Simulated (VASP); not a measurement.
# MgO (zincblende): one HSE06 single-point calculation in two programs

```yaml
crystal:
  lattice:
    - [0.00000, 2.28201, 2.28201]
    - [2.28201, 0.00000, 2.28201]
    - [2.28201, 2.28201, 0.00000]
  atoms:
    - { symbol: Mg, position: [0.00000, 0.00000, 0.00000] }
    - { symbol: O, position: [0.25000, 0.25000, 0.25000] }
```

Datasets and cutoffs are each program's own. VASP's cell holds 8 valence electrons and Ansatz's 16. Ansatz's stress includes a Pulay correction; VASP's doesn't.

Cutoffs: 520 eV in VASP, 420 eV in Ansatz. k meshes: 6×6×6 and 6×6×6.

```csv
,VASP,Ansatz
gap between bands v and c,5.24 eV,5.27 eV
least direct gap,5.24 eV,5.27 eV
pressure,-0.1 GPa,0.0 GPa
```

Band v is the last that the valence electrons fill when counted band by band, and c is the next. Levels in eV from the top of v, Ansatz:

| point | v−1 | v | c | c+1 |
| --- | --- | --- | --- | --- |
| Γ | 0.00 | 0.00 | 5.27 | 18.88 |
| X | -0.80 | -0.80 | 7.92 | 13.43 |
| W | -1.73 | -1.09 | 9.43 | 13.52 |
| K | -1.72 | -0.60 | 9.19 | 13.16 |
| L | -0.21 | -0.21 | 10.63 | 11.63 |

VASP:

```json
{"point": "Γ", "v−1": "0.00", "v": "0.00", "c": "5.24", "c+1": "18.81"}
{"point": "X", "v−1": "-0.81", "v": "-0.81", "c": "7.89", "c+1": "13.42"}
{"point": "W", "v−1": "-1.74", "v": "-1.11", "c": "9.41", "c+1": "13.52"}
{"point": "K", "v−1": "-1.73", "v": "-0.61", "c": "9.16", "c+1": "13.15"}
{"point": "L", "v−1": "-0.21", "v": "-0.21", "c": "10.60", "c+1": "11.61"}
```
